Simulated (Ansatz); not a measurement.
Write the native input for Ansatz 0.2.0 that does the following.

- Task: single point
- Functional: RPBE
- Potentials or basis: all-electron LAPW, scalar-relativistic
- Cutoff: 138 eV (chosen from the basis error)
- Basis error allowed: 0.001 eV/atom
- k mesh: 7 × 7 × 7
- Occupations: gaussian, width 0.1 eV
- Spin: no spin polarisation

Crystal: KCl (Sylvite).

```xyz
2
Lattice="0.0000 3.1465 3.1465 3.1465 0.0000 3.1465 3.1465 3.1465 0.0000" Properties=species:S:1:pos:R:3 pbc="T T T"
K     0.0000    0.0000    0.0000
Cl    3.1465    3.1465    3.1465
```

One way to write it, as run:

input.yaml

```yaml
crystal:
  lattice:
    - [0.0, 3.14647, 3.14647]
    - [3.14647, 0.0, 3.14647]
    - [3.14647, 3.14647, 0.0]
  atoms:
    - { symbol: K, position: [0.0, 0.0, 0.0] }
    - { symbol: Cl, position: [0.5, 0.5, 0.5] }
kpoints:
  mp_grid: { grid: [7, 7, 7] }
scf:
  occupations: { method: gaussian, width: 0.1 }
hamiltonian:
  xc: rpbe
  pseudopotentials: { kind: all_electron, lapw: { basis_error: 0.001 } }
output:
  forces: true
  stress: true
  eigenvalues: true
```

Potentials or basis: all-electron LAPW, scalar-relativistic.

The run is started by

```console
$ ansatz run input.yaml --threads 1 --pin off --max-ram 3072MiB --backend cpu --events-out ev --progress --plain --runs-dir out
```

Results of the run:

* Pressure: 2.4 GPa
* Band gap on the k mesh: 5.54 eV, direct

Caveat: an odd mesh through Γ misses points on the zone boundary, where band edges often lie.

It took 3 s on 1 thread of Arm Neoverse V2, with other jobs on the host, peak memory 0.23 GiB.
